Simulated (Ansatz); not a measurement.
SiO2: pressure against volume

SiO2, P6_322, a = 5.036 Å, c = 8.565 Å. This isn't the usual stable structure of the compound. Ansatz: r2SCAN, PAW, 500 eV, Γ-centred 6×6×4 mesh on 12 atoms, Gaussian smearing 0.02 eV; no spin polarisation. Shape and atoms are relaxed at each volume; pressure is positive in compression.

```
V (Å³/atom) P (GPa)
     13.796        ?
     14.266     4.07
     14.736     2.41
     15.207     1.08
     15.677     0.00
     16.147    -0.99
     16.618    -1.88
     17.245    -3.16
```

Problem. Take V0 = 15.677 Å³/atom, fit the third-order Birch–Murnaghan form to the other rows, and predict the missing pressure.

Solution. With the Eulerian strain f = ½[(V0/V)^(2/3) − 1] and y = P/[3f(1 + 2f)^(5/2)], the form is the line y = B0 + 1.5 B0 (B0′ − 4) f. Rows (f, y): 0.03245, 35.7; 0.02107, 34.4; 0.01025, 33.4; -0.00975, 35.6; -0.01906, 36.2; -0.03079, 40.1. Means f = 0.0006950, y = 35.900; Σ(Δf)² = 0.003005, ΣΔfΔy = -0.1958; the slope is their ratio. y = 35.95 − 65.16 f GPa, so B0 = 36.0 GPa and B0′ = 4 + 2 × (-65.16)/(3 × 35.95) = 2.79. At V = 13.796, f = 0.04447, y = 33.05 and P = 5.46 GPa. The run gave 6.20 GPa, so the fit is 0.74 GPa too low, 7.9 % of the span of the series, against an rms of 0.12 GPa on the fitted rows. The row lies outside the fitted range. The points of y bend away from a line: a fourth-order term fitted to them gives P = 6.36 GPa at this row's volume (the line 5.46, the run 6.20).